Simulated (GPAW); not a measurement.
# LiF (Fm-3m): G0W0 with GPAW, start to end

Wanted: ground state, empty states, screening and self-energy for LiF (Fm-3m).

Main program and level: GPAW 26.7.0; PBE and many-body steps on it, plane waves.

### Step 1. The starting structure

It takes space group Fm-3m (No. 225, cubic). The conventional cell has a = 4.028 Å, b = 4.028 Å, c = 4.028 Å, α = 90.00°, β = 90.00°, γ = 90.00°. Nearest to Li lie 6 F at 2.01 Å. Nearest to F lie 6 Li at 2.01 Å. Farther neighbours and most contacts between anions are not listed.

Coordinates:

```
Li F
1.0
     0.00000    2.01400    2.01400
     2.01400    0.00000    2.01400
     2.01400    2.01400    0.00000
Li F
1 1
Direct
  0.00000 0.00000 0.00000
  0.50000 0.50000 0.50000
```

The cell and positions come from the Crystallography Open Database and are kept as given unless a step says otherwise.

### Step 2. Ground state

This step: GPAW 26.7.0; DFT, PBE, plane waves, PAW.

The ground-state density comes first.

Contents of run.py:

```python
import json
import numpy as np
from gpaw.mpi import world
from ase import Atoms
from gpaw import GPAW, PW, FermiDirac

atoms = Atoms(['Li', 'F'],
    cell=[[0.0000000000, 2.0140000000, 2.0140000000],
      [2.0140000000, 0.0000000000, 2.0140000000],
      [2.0140000000, 2.0140000000, 0.0000000000]],
    scaled_positions=[[0.0000000000, 0.0000000000, 0.0000000000],
      [0.5000000000, 0.5000000000, 0.5000000000]],
    pbc=(True, True, True))
calc = GPAW(mode=PW(600),
    xc='PBE',
    kpts={'size': (10, 10, 10), 'gamma': True},
    occupations=FermiDirac(0.001),
    nbands=-7,
    convergence={'density': 1e-6, 'bands': -3},
    maxiter=100,
    txt='gs.txt')
atoms.calc = calc
res = {'energy': atoms.get_potential_energy()}
kpts = calc.get_ibz_k_points()
res['kpts'] = kpts
res['eigenvalues'] = [calc.get_eigenvalues(kpt=k) for k in range(len(kpts))]
res['n_electrons'] = calc.get_number_of_electrons()
calc.write('gs.gpw')

if world.rank == 0:
    with open('result.json', 'w') as f:
        json.dump(res, f, default=lambda x: x.tolist())
```

On the command line:

```bash
> mpirun -n 8 gpaw python run.py
```

Output:

```text
__  _  _
 | _ |_)|_||  |
 |__||  | ||/\| - 26.7.0

Input parameters:
  mode=PW(ecut=600.0),
  convergence={'density': 1e-06, 'bands': -3},
  kpts=MonkhorstPack(size=(10, 10, 10), gamma=True),
  maxiter=100,
  nbands=-7,
  occupations=Occupations(name='fermi-dirac', width=0.001, fixmagmom=False),
  xc=XC(name='PBE')
  [... matrices ...]
Diagonalizing LCAO Hamiltonian
Converting LCAO to pw mode

              F

       Li

Atoms  # Å, Bohr magnetons
|   | symbol |        x |        y |        z |    initial magnetic moments |
| 0 |     Li | 0.000000 | 0.000000 | 0.000000 | ( 0.0000,  0.0000,  0.0000) |
| 1 |      F | 2.014000 | 2.014000 | 2.014000 | ( 0.0000,  0.0000,  0.0000) |

Unit cell  # Å
| periodic |        x |        y |        z |  lengths |    angles |
|      yes | 0.000000 | 2.014000 | 2.014000 | 2.848226 | 60.000000 |
|      yes | 2.014000 | 0.000000 | 2.014000 | 2.848226 | 60.000000 |
|      yes | 2.014000 | 2.014000 | 0.000000 | 2.848226 | 60.000000 |

Number of symmetries: 48
Symmetry operations  # r_c * U_cc + t_c -> r_c
|    | kind |            matrix            |
|  0 |  σ   |  1, 0, 0,  1, 0,-1,  1,-1, 0 |
|  1 |  C2  |  1, 0, 0,  1,-1, 0,  1, 0,-1 |
|  2 |  E   |  1, 0, 0,  0, 1, 0,  0, 0, 1 |
|  3 |  σ   |  1, 0, 0,  0, 0, 1,  0, 1, 0 |
|  4 |  C4  |  1, 0,-1,  1, 0, 0,  1,-1, 0 |
|  5 |  S6  |  1, 0,-1,  1,-1, 0,  1, 0, 0 |
|  6 |  σ   |  1, 0,-1,  0, 1,-1,  0, 0,-1 |
|  7 |  C3  |  1, 0,-1,  0, 0,-1,  0, 1,-1 |
|  8 |  S6  |  1,-1, 0,  1, 0, 0,  1, 0,-1 |
|  9 |  C4  |  1,-1, 0,  1, 0,-1,  1, 0, 0 |
| 10 |  C3  |  1,-1, 0,  0,-1, 1,  0,-1, 0 |
| 11 |  σ   |  1,-1, 0,  0,-1, 0,  0,-1, 1 |
| 12 |  σ   |  0, 1, 0,  1, 0, 0,  0, 0, 1 |
| 13 |  C4  |  0, 1, 0,  0, 1,-1, -1, 1, 0 |
| 14 |  C3  |  0, 1, 0,  0, 0, 1,  1, 0, 0 |
| 15 |  S6  |  0, 1, 0, -1, 1, 0,  0, 1,-1 |
| 16 |  C2  |  0, 1,-1,  1, 0,-1,  0, 0,-1 |
| 17 |  σ   |  0, 1,-1,  0, 1, 0, -1, 1, 0 |
| 18 |  S4  |  0, 1,-1,  0, 0,-1,  1, 0,-1 |
| 19 |  C4  |  0, 1,-1, -1, 1, 0,  0, 1, 0 |
| 20 |  C3  |  0, 0, 1,  1, 0, 0,  0, 1, 0 |
| 21 |  σ   |  0, 0, 1,  0, 1, 0,  1, 0, 0 |
| 22 |  S6  |  0, 0, 1,  0,-1, 1, -1, 0, 1 |
| 23 |  C4  |  0, 0, 1, -1, 0, 1,  0,-1, 1 |
| 24 |  S4  |  0, 0,-1,  1, 0,-1,  0, 1,-1 |
| 25 |  C3  |  0, 0,-1,  0, 1,-1,  1, 0,-1 |
| 26 |  C2  |  0, 0,-1,  0,-1, 0, -1, 0, 0 |
| 27 |  S6  |  0, 0,-1, -1, 0, 0,  0,-1, 0 |
| 28 |  S4  |  0,-1, 1,  1,-1, 0,  0,-1, 0 |
| 29 |  C4  |  0,-1, 1,  0, 0, 1, -1, 0, 1 |
| 30 |  C2  |  0,-1, 1,  0,-1, 0,  1,-1, 0 |
| 31 |  σ   |  0,-1, 1, -1, 0, 1,  0, 0, 1 |
| 32 |  C3  |  0,-1, 0,  1,-1, 0,  0,-1, 1 |
| 33 |  S6  |  0,-1, 0,  0, 0,-1, -1, 0, 0 |
| 34 |  S4  |  0,-1, 0,  0,-1, 1,  1,-1, 0 |
| 35 |  C2  |  0,-1, 0, -1, 0, 0,  0, 0,-1 |
| 36 |  C2  | -1, 1, 0,  0, 1, 0,  0, 1,-1 |
| 37 |  S6  | -1, 1, 0,  0, 1,-1,  0, 1, 0 |
| 38 |  S4  | -1, 1, 0, -1, 0, 1, -1, 0, 0 |
| 39 |  C3  | -1, 1, 0, -1, 0, 0, -1, 0, 1 |
| 40 |  S6  | -1, 0, 1,  0, 0, 1,  0,-1, 1 |
| 41 |  C2  | -1, 0, 1,  0,-1, 1,  0, 0, 1 |
| 42 |  C3  | -1, 0, 1, -1, 1, 0, -1, 0, 0 |
| 43 |  S4  | -1, 0, 1, -1, 0, 0, -1, 1, 0 |
| 44 |  C2  | -1, 0, 0,  0, 0,-1,  0,-1, 0 |
| 45 |  i   | -1, 0, 0,  0,-1, 0,  0, 0,-1 |
| 46 |  σ   | -1, 0, 0, -1, 1, 0, -1, 0, 1 |
| 47 |  C2  | -1, 0, 0, -1, 0, 1, -1, 1, 0 |

BZ-sampling:
  Number of BZ points: 1000
  Number of IBZ points: 47

  Monkhorst-Pack size: [10, 10, 10]
  Monkhorst-Pack shift: [0.05, 0.05, 0.05]

K-points  # in reciprocal-cell coordinates
|     |                                coordinates |     weight |
|   0 | (  0.00000000,   0.00000000,   0.00000000) | 0.00100000 |
|   1 | (  0.10000000,   0.10000000,   0.00000000) | 0.00600000 |
|   2 | (  0.10000000,   0.10000000,   0.10000000) | 0.00800000 |
|   3 | (  0.20000000,   0.10000000,   0.10000000) | 0.01200000 |
|   4 | (  0.20000000,   0.20000000,   0.00000000) | 0.00600000 |
|   5 | (  0.20000000,   0.20000000,   0.10000000) | 0.02400000 |
|   6 | (  0.20000000,   0.20000000,   0.20000000) | 0.00800000 |
|   7 | (  0.30000000,   0.20000000,   0.10000000) | 0.02400000 |
|   8 | (  0.30000000,   0.20000000,   0.20000000) | 0.02400000 |
|   9 | (  0.30000000,   0.30000000,   0.00000000) | 0.00600000 |
| ... |                                            |            |
|  46 | (  0.50000000,   0.50000000,   0.50000000) | 0.00400000 |

Plane wave coefficients: 556
Cutoff: 600.0 eV

Spin-components: 1 (collinear spins)
Bands:           11
Projectors:      8
Spin-degeneracy: 2
Datatype:        complex128

  Storage: CPU
  Wave functions: 4_442_064 bytes (555_258 per core)
  Projectors: 7_672_656 bytes (959_082 per core)
  [... matrices ...]
Parallelization:
  kpt:    8
  domain: 1
  band:   1

Density:
  Valence electrons: 8.0
  Components: 1
  Grid points: [18 18 18]
  Charge: 0.0  # |e|

Potential:
  Grid points: [18 18 18]

species:
  Li:
    name:    Lithium
    Z:       3.0
    valence: 1
    core:    2
    charge:  0.0  # [|e|]
    compensation charges:
      type: gauss
      rc: 0.33  # [Å]
      lmax: 2
    cutoffs:
      filter: 1.91  # [Å]
      core: 2.55  # [Å]
    projectors
    | kind |    occ | energy [eV] | rcut [Å] |
    |   2s |  1.000 |      -2.874 |    1.058 |
    |   2p |  0.000 |      -1.090 |    1.058 |
    |    s |        |      24.337 |    1.058 |

    Using partial waves for Li as LCAO basis

  F:
    name:    Fluorine
    Z:       9.0
    valence: 7
    core:    2
    charge:  0.0  # [|e|]
    compensation charges:
      type: gauss
      rc: 0.20  # [Å]
      lmax: 2
    cutoffs:
      filter: 1.14  # [Å]
      core: 0.74  # [Å]
    projectors
    | kind |    occ | energy [eV] | rcut [Å] |
    |   2s |  2.000 |     -29.898 |    0.635 |
    |   2p |  5.000 |     -11.110 |    0.635 |
    |    s |        |      -2.687 |    0.635 |
    |    p |        |      16.102 |    0.635 |
    |    d |        |       0.000 |    0.635 |

    Using partial waves for F as LCAO basis

Reference energy: -2916.868605  # eV

eigensolver:
  PPCG
  Converge bands: -3
  niter=2

density mixing:
  MSR1-Mixer
  Pratt-step length: 0.05
  Maximum mixing coefficient: 0.75
  Old densities: 10
  SVD Regularization: 0.005
  Good broyden scale: 1.0
  Trust region scale: 1.0
  Backstep threshold: 4.0
  History deletion threshold: 6.0
  Fourier metric: weight=20.0, sigma=0.015

occupation numbers:
  Fermi-Dirac:
    width: 0.0010  # eV

poisson solver:
  ecut: 4800.0  # eV

xc functional:
  name: PBE with 2 nearest neighbor stencil

Initialization done in: 0.962 s

convergence criteria:
- Maximum integral of absolute [dens]ity change: 1e-06 electrons / valence electron
- Maximum [total energy] change in last 3 cyles: 0.0005 eV / valence electron
- Maximum integral of absolute [eigenst]ate change: 4e-08 eV^2 / valence electron
maximum number of iterations: 100

SCF iterations
|iter     |     time |      energy | eigst |  dens |
|iter:   1|  |   -9.693390 | +2.01 |       |
|iter:   2|  |   -9.639536 | -0.10 | -1.07 |
|iter:   3|  |   -9.491686 | -1.13 | -1.12 |
|iter:   4|  |   -9.499849 | -3.10 | -1.55 |
|iter:   5|  |   -9.503931 | -2.98 | -1.86 |
|iter:   6|  |   -9.503952 | -5.53 | -3.07 |
|iter:   7|  |   -9.503959c| -5.90 | -3.40 |
|iter:   8|  |   -9.503959c| -7.99c| -4.76 |
|iter:   9|  |   -9.503959c| -8.55c| -5.08 |
|iter:  10|  |   -9.503959c| -9.66c| -6.56c|

Converged in 10 steps
SCF loop duration: 0.990 s (0.099 s/step)
Energy contributions relative to reference atoms: (reference = -2916.868605)
  [... matrices ...]
Energy contributions:
  Kinetic:          12.232804
  Coulomb:         -12.018208
  Zero:              0.224595
  External:          0.000000
  Xc:               -9.943149
  Entropy:          -0.000000
  Spinorbit:         0.000000
  ----------------------------
  Free energy:      -9.503959
  Extrapolated:     -9.503959

dipole moment: (-2.308529, -2.308529, -2.308529)  # |e|*Ang

Fermi level: 2.918
Eigenvalues  # (at kpt = [0.000, 0.000, 0.000])
| band index |      eig [eV] | occ [0-2] |
|          0 |       -20.707 |     2.000 |
|          1 |        -0.676 |     2.000 |
|          2 |        -0.676 |     2.000 |
|          3 |        -0.676 |     2.000 |
|          4 |         8.393 |     0.000 |
|          5 |        23.528 |     0.000 |
|          6 |        23.528 |     0.000 |
|          7 |        23.528 |     0.000 |
|          8 |        23.828 |     0.000 |
|          9 |        23.828 |     0.000 |
|         10 |        23.828 |     0.000 |

Gap: 9.070 eV
Transition (v -> c):
  (s=0, k=0, n=3, [0.00, 0.00, 0.00]) -> (s=0, k=0, n=4, [0.00, 0.00, 0.00])
No difference between direct/indirect transitions
# Writing to gs.gpw (mode='')
  [... matrices ...]
```

Elapsed: 3.4 s, on 8 MPI ranks of Arm Neoverse V2, shared host; peak memory 1.1 GiB.

Numbers from this step:

| Item | Value |
| --- | --- |
| total energy | -9.504 eV |
| gap | 9.070 eV |
| k of the valence top | 0, 0, 0 |
| k of the conduction bottom | 0, 0, 0 |
| least direct gap | 9.070 eV |

The gap is direct, at Γ.

### Step 3. Bands along the symmetry lines

Levels along a band path, at the cheap level, show where the edges lie and whether the meshes to come will hold them.

Contents of run.py:

```python
import json
import numpy as np
from gpaw.mpi import world
from gpaw import GPAW

path = [[0.000000, 0.000000, 0.000000],
    [0.062500, 0.000000, 0.062500],
    [0.125000, 0.000000, 0.125000],
    [0.187500, 0.000000, 0.187500],
    [0.250000, 0.000000, 0.250000],
    [0.312500, 0.000000, 0.312500],
    [0.375000, 0.000000, 0.375000],
    [0.437500, 0.000000, 0.437500],
    [0.500000, 0.000000, 0.500000],
    [0.515625, 0.031250, 0.515625],
    [0.531250, 0.062500, 0.531250],
    [0.546875, 0.093750, 0.546875],
    [0.562500, 0.125000, 0.562500],
    [0.578125, 0.156250, 0.578125],
    [0.593750, 0.187500, 0.593750],
    [0.609375, 0.218750, 0.609375],
    [0.625000, 0.250000, 0.625000],
    [0.375000, 0.375000, 0.750000],
    [0.328125, 0.328125, 0.656250],
    [0.281250, 0.281250, 0.562500],
    [0.234375, 0.234375, 0.468750],
    [0.187500, 0.187500, 0.375000],
    [0.140625, 0.140625, 0.281250],
    [0.093750, 0.093750, 0.187500],
    [0.046875, 0.046875, 0.093750],
    [0.000000, 0.000000, 0.000000],
    [0.062500, 0.062500, 0.062500],
    [0.125000, 0.125000, 0.125000],
    [0.187500, 0.187500, 0.187500],
    [0.250000, 0.250000, 0.250000],
    [0.312500, 0.312500, 0.312500],
    [0.375000, 0.375000, 0.375000],
    [0.437500, 0.437500, 0.437500],
    [0.500000, 0.500000, 0.500000],
    [0.500000, 0.468750, 0.531250],
    [0.500000, 0.437500, 0.562500],
    [0.500000, 0.406250, 0.593750],
    [0.500000, 0.375000, 0.625000],
    [0.500000, 0.343750, 0.656250],
    [0.500000, 0.312500, 0.687500],
    [0.500000, 0.281250, 0.718750],
    [0.500000, 0.250000, 0.750000],
    [0.500000, 0.218750, 0.718750],
    [0.500000, 0.187500, 0.687500],
    [0.500000, 0.156250, 0.656250],
    [0.500000, 0.125000, 0.625000],
    [0.500000, 0.093750, 0.593750],
    [0.500000, 0.062500, 0.562500],
    [0.500000, 0.031250, 0.531250],
    [0.500000, 0.000000, 0.500000]]
calc = GPAW('gs.gpw').fixed_density(kpts=path,
    symmetry='off',
    nbands=14,
    convergence={'bands': 10},
    txt='bands.txt')
res = {}
kpts = calc.get_ibz_k_points()
res['kpts'] = kpts
res['eigenvalues'] = [calc.get_eigenvalues(kpt=k) for k in range(len(kpts))]
res['n_electrons'] = calc.get_number_of_electrons()

if world.rank == 0:
    with open('result.json', 'w') as f:
        json.dump(res, f, default=lambda x: x.tolist())
```

On the command line:

```bash
> mpirun -n 8 gpaw python run.py
```

Output:

```text
Diagonalizing LCAO Hamiltonian
Converting LCAO to pw mode
convergence criteria:
- Maximum integral of absolute [eigenst]ate change: 4e-08 eV^2 / valence electron
maximum number of iterations: 100

SCF iterations
|iter     |     time |      energy | eigst |  dens |
|iter:   1|  |             | +2.64 |       |
|iter:   2|  |             | +0.83 |       |
|iter:   3|  |             | -1.24 |       |
|iter:   4|  |             | -2.26 |       |
|iter:   5|  |             | -4.15 |       |
|iter:   6|  |             | -5.98 |       |
|iter:   7|  |             | -7.42c|       |
SCF steps: 7
  __  _  _
 | _ |_)|_||  |
 |__||  | ||/\| - 26.7.0

Input parameters:
  mode=PW(ecut=600.0),
  convergence={'bands': 10},
  gpts=array([18, 18, 18]),
  kpts=KPoints(kpts=array([[0.      , 0.      , 0.      ],
         [0.0625  , 0.      , 0.0625  ],
         [0.125   , 0.      , 0.125   ],
         [0.1875  , 0.      , 0.1875  ],
[...]
[0.515625, 0.03125 , 0.515625],
[...]
[0.546875, 0.09375 , 0.546875],
[...]
[0.578125, 0.15625 , 0.578125],
[...]
[0.609375, 0.21875 , 0.609375],
[...]
[0.328125, 0.328125, 0.65625 ],
[...]
[0.234375, 0.234375, 0.46875 ],
[...]
[0.140625, 0.140625, 0.28125 ],
[...]
[0.046875, 0.046875, 0.09375 ],
[...]
[0.5     , 0.0625  , 0.5625  ],
         [0.5     , 0.03125 , 0.53125 ],
         [0.5     , 0.      , 0.5     ]])),
  maxiter=100,
  nbands=14,
  occupations=Occupations(name='fermi-dirac', width=0.001, fixmagmom=False),
  parallel={},
  symmetry=Symmetry(point_group=False, time_reversal=False),
  xc=XC(name='PBE')
  [... matrices ...]
timing:  # [seconds]
  Total: 0.022  # ━━━━━━━━━━━━━━━━━━━━━━━━━━━━━━━━━━━━━━━━━━━━━━━━━━━━━━━━━━━
```

Wall time 3 s (8 MPI ranks); peak memory 1.1 GiB; 23 s of CPU time.

This step gave:

- gap: 9.068 eV
- k of the valence top: 0.0469, 0.0469, 0.0938
- k of the conduction bottom: 0, 0, 0
- least direct gap: 9.070 eV

The gap is 9.068 eV, −0.002 eV from the run before at this level.

The electronic bands at the labelled points (eV, zero at the top of the highest filled band; v1 is the highest filled band, c1 the lowest empty one):

```
    point      v4     v3     v2     v1     c1     c2     c3     c4
        Γ  -20.03   0.00   0.00   0.00   9.07  24.20  24.20  24.20
  halfway  -19.71  -1.43  -0.51  -0.51  11.41  18.85  19.80  20.73
        X  -19.30  -3.01  -1.00  -1.00  14.83  16.57  17.45  20.33
  halfway  -19.31  -2.88  -1.18  -0.93  14.85  15.88  17.69  20.15
        U  -19.34  -2.50  -1.57  -0.73  14.52  14.93  18.43  19.75
jump to K  -19.34  -2.50  -1.57  -0.73  14.52  14.93  18.43  19.75
  halfway  -19.70  -1.51  -0.76  -0.08  11.08  17.02  19.99  20.28
        Γ  -20.03   0.00   0.00   0.00   9.07  24.20  24.20  24.20
  halfway  -19.80  -1.38  -0.11  -0.11  10.33  18.00  20.67  20.67
        L  -19.56  -2.53  -0.22  -0.22  10.77  16.77  18.97  18.97
  halfway  -19.44  -2.34  -1.23  -0.48  12.53  15.78  19.03  19.20
        W  -19.32  -2.08  -2.08  -0.80  15.09  15.09  17.49  19.25
  halfway  -19.31  -2.75  -1.34  -0.90  14.87  15.78  17.47  19.78
        X  -19.30  -3.01  -1.00  -1.00  14.83  16.57  17.45  20.33
```

The electronic bands as a text plot (rows in eV, shown from -8.0 to 15.1 only):

```
   14.6 |          ++++++++                              + ++++++
   13.6 |         +        +                           ++
   12.7 |       ++          ++                        +
   11.7 |     ++              ++                    ++
   10.7 |    +                  +++         ++++++++
    9.8 |  ++                      ++    +++
    8.8 |++                          ++++
    7.9 |
    6.9 |
    5.9 |
    5.0 |
    4.0 |
    3.1 |
    2.1 |
    1.1 |
    0.2 |****                 ***********************
   -0.8 |  **************************    ***        *************
   -1.8 |     ****       ********           ****       *******
   -2.7 |         *********                     ********   ******
   -3.7 |
   -4.6 |
   -5.6 |
   -6.6 |
   -7.5 |
         Γ           X  U|K            Γ         L        W     X
```

### Step 4. Empty states on the mesh, 6×6×6 mesh, 78 bands

The sums over transitions need many empty states on a uniform mesh; this step solves for them.

Contents of run.py:

```python
import json
import numpy as np
from gpaw.mpi import world
from gpaw import GPAW

calc = GPAW('gs.gpw').fixed_density(kpts={'size': (6, 6, 6), 'gamma': True},
    parallel={'domain': 1, 'band': 1},
    txt='nscf.txt')
calc.diagonalize_full_hamiltonian(nbands=78)
calc.write('full.gpw', mode='all')
res = {}
kpts = calc.get_ibz_k_points()
res['kpts'] = kpts
res['eigenvalues'] = [calc.get_eigenvalues(kpt=k) for k in range(len(kpts))]
res['n_electrons'] = calc.get_number_of_electrons()

if world.rank == 0:
    with open('result.json', 'w') as f:
        json.dump(res, f, default=lambda x: x.tolist())
```

On the command line:

```bash
> mpirun -n 8 gpaw python run.py
```

Output:

```text
Diagonalizing LCAO Hamiltonian
Converting LCAO to pw mode
convergence criteria:
- Maximum integral of absolute [eigenst]ate change: 4e-08 eV^2 / valence electron
maximum number of iterations: 100

SCF iterations
|iter     |     time |      energy | eigst |  dens |
|iter:   1|  |             | +2.04 |       |
|iter:   2|  |             | +0.35 |       |
|iter:   3|  |             | -2.06 |       |
|iter:   4|  |             | -4.43 |       |
|iter:   5|  |             | -6.34 |       |
|iter:   6|  |             | -7.86c|       |
SCF steps: 6
  __  _  _
 | _ |_)|_||  |
 |__||  | ||/\| - 26.7.0

Input parameters:
  mode=PW(ecut=600.0),
  convergence={'density': 1e-06, 'bands': -3},
  gpts=array([18, 18, 18]),
  kpts=MonkhorstPack(size=(6, 6, 6), gamma=True),
  maxiter=100,
  nbands=11,
  occupations=Occupations(name='fermi-dirac', width=0.001, fixmagmom=False),
  parallel={'domain': 1, 'band': 1},
  xc=XC(name='PBE')
Matrix size: 548x548
# Writing to full.gpw (mode='all')
  [... matrices ...]

timing:  # [seconds]
  Total: 0.510  # ━━━━━━━━━━━━━━━━━━━━━━━━━━━━━━━━━━━━━━━━━━━━━━━━━━━━━━━━━━━
```

It took 3.2 s on 8 MPI ranks; peak memory 1 GiB; 25 s of CPU time.

This step gave:

```
gap                                                           : 9.070 eV
k of the valence top                                          : 0, 0, 0
k of the conduction bottom                                    : 0, 0, 0
least direct gap                                              : 9.070 eV
k points computed                                             : 16
lowest point of the top converged band, above the valence top : 150.7200 eV
```

On this mesh the gap is 9.070 eV.

(Part 1 of 2 ends here.)

[Paths, hosts, dates, memory and timing lines, banners, echoed tables and standing remarks are left out of the program output.]

[Logs are printed without paths, hosts, clocks, repeated set-up lines and the standing remarks that a program may print on its own settings, such as how far it seeks lower states.]

[Runs of the session that timed out or met a known fault of the program may be left out.]

[Hosts, paths, dates, database ids (printed as entryN), source tags and the programs' standing remarks are cut or masked in the printed files.]
